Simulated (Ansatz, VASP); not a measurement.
**PbS in VASP and in Ansatz**

File INCAR:

```
PREC = Accurate ; ENCUT = 520
EDIFF = 1E-6 ; ISMEAR = 0
SIGMA = 0.15 ; LREAL = False
LASPH = True ; NELM = 100
ALGO = Fast ; ISIF = 2
LWAVE = False ; LCHARG = True
LELF = True ; LVHAR = True
NBANDS = 17
```

The input KPOINTS:

```
regular mesh
0
Gamma
  14 14 14
```

Contents of POSCAR:

```
PbS
1.0
    3.9459517200      0.0000000000      0.0000000000
    0.0000000000      3.9459517200      0.0000000000
    0.0000000000      0.0000000000      3.6536590000
Pb S
1 1
Direct
    0.0000000000      0.0000000000      0.0000000000
    0.5000000000      0.5000000000      0.5000000000
```

Input for Ansatz:

```yaml
crystal:
  lattice:
    - [3.94595172, 0.0, 0.0]
    - [0.0, 3.94595172, 0.0]
    - [0.0, 0.0, 3.653659]
  atoms:
    - { symbol: Pb, position: [0.0, 0.0, 0.0] }
    - { symbol: S, position: [0.5, 0.5, 0.5] }
basis:
  ecutwfc: 420
kpoints:
  mp_grid: { grid: [14, 14, 14] }
hamiltonian:
  xc: lda
scf:
  occupations: { method: gaussian, width: 0.15 }
output:
  forces: true
  stress: true
  eigenvalues: true
```

Change from the starting cell: strain +0.080 along x and y, +0.000 along z, atoms carried along.

Alike in both runs: task single point; functional LDA; k mesh 14 × 14 × 14; occupations gaussian, width 0.15 eV; no spin polarisation.

```csv
,VASP,Ansatz
version,VASP 6.6.1,Ansatz 0.2.0
potentials or method,"VASP PAW LDA potentials, release 64 (Pb_d, S)","scalar-relativistic, plane waves, PAW"
plane-wave cutoff (eV),520,420
valence electrons in the cell,20,20
```

```tsv
	VASP	Ansatz	Ansatz less VASP
gap on the k mesh at the Fermi level (eV)	none	none	-
pressure (GPa)	-10.0	-10.0	+0.02
largest component of the traceless stress (GPa)	2.96	2.96	0.000
```

A gap of «none» marks a metal or a gap that the smearing closes.

Spin-orbit coupling is left out, which matters for the levels of Pb.
